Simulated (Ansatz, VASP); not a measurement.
Two plane-wave programs on C2H6

INCAR

```
PREC = Accurate
ENCUT = 520
EDIFF = 1E-6
ISMEAR = 0
SIGMA = 0.1
LREAL = False
LASPH = True
NELM = 80
ALGO = Normal
ISIF = 2
LWAVE = False
LCHARG = False
LDIPOL = True
IDIPOL = 3
DIPOL = 0.5 0.5 0.666
GGA = PE
IVDW = 12
NBANDS = 17
```

File KPOINTS:

```
regular mesh
0
Gamma
  4 3 1
```

Contents of POSCAR:

```
H3C
1.0
    5.6653313018      0.0000000000      0.0000000000
    0.0000000000      5.8038113749      0.0000000000
    0.0000000000      0.0000000000     25.9385561044
C H
2 6
Direct
   -0.3846839445      0.2836427803      0.6662982060
   -0.1224925115      0.2295760159      0.6670825642
   -0.4762133208      0.2161617437      0.7004797542
   -0.4718787361      0.2020436795      0.6325096223
   -0.4191321752      0.4694548778      0.6635491497
   -0.0343351399      0.3021315613      0.7011645497
   -0.0323793610      0.3059671772      0.6330843333
   -0.0880206679      0.0434486481      0.6659573681
```

Input for Ansatz:

```yaml
crystal:
  lattice:
    - [5.6653313018, 0.0, 0.0]
    - [0.0, 5.8038113749, 0.0]
    - [0.0, 0.0, 25.9385561044]
  atoms:
    - { symbol: C, position: [-0.3846839445, 0.2836427803, 0.666298206] }
    - { symbol: C, position: [-0.1224925115, 0.2295760159, 0.6670825642] }
    - { symbol: H, position: [-0.4762133208, 0.2161617437, 0.7004797542] }
    - { symbol: H, position: [-0.4718787361, 0.2020436795, 0.6325096223] }
    - { symbol: H, position: [-0.4191321752, 0.4694548778, 0.6635491497] }
    - { symbol: H, position: [-0.0343351399, 0.3021315613, 0.7011645497] }
    - { symbol: H, position: [-0.032379361, 0.3059671772, 0.6330843333] }
    - { symbol: H, position: [-0.0880206679, 0.0434486481, 0.6659573681] }
basis:
  ecutwfc: 420
kpoints:
  mp_grid: { grid: [4, 3, 1] }
hamiltonian:
  xc: pbe
  dispersion: d3bj
scf:
  occupations: { method: gaussian, width: 0.1 }
output:
  forces: true
  eigenvalues: true
  write_density: true
  volumetric_format: npy
efield:
  axis: 3
  dipole_correction: true
  ramp_width: 0.04
```

Alike in both runs: task single point; functional PBE; dispersion D3(BJ); k mesh 4 × 3 × 1; occupations gaussian, width 0.1 eV; no spin polarisation.

|  | VASP | Ansatz |
| --- | --- | --- |
| version | VASP 6.6.1 | Ansatz 0.2.0 |
| potentials or method | VASP PAW PBE potentials, release 64 (C, H) | scalar-relativistic, plane waves, PAW |
| plane-wave cutoff (eV) | 520 | 420 |
| valence electrons in the cell | 14 | 14 |

Ansatz gave:

```
gap on the k mesh at the Fermi level (eV) : 6.80
least direct gap on the mesh (eV)         : 6.80
rms of the force components (eV/Å)        : 0.215
```

**Question.** What did VASP give for the same quantities?

**Answer.** gap on the k mesh at the Fermi level (eV): 6.79; least direct gap on the mesh (eV): 6.80; rms of the force components (eV/Å): 0.212.

Atom by atom the forces differ by 0.012 eV/Å (rms over components).

PBE gaps usually lie below the measured ones, often by a third to a half.
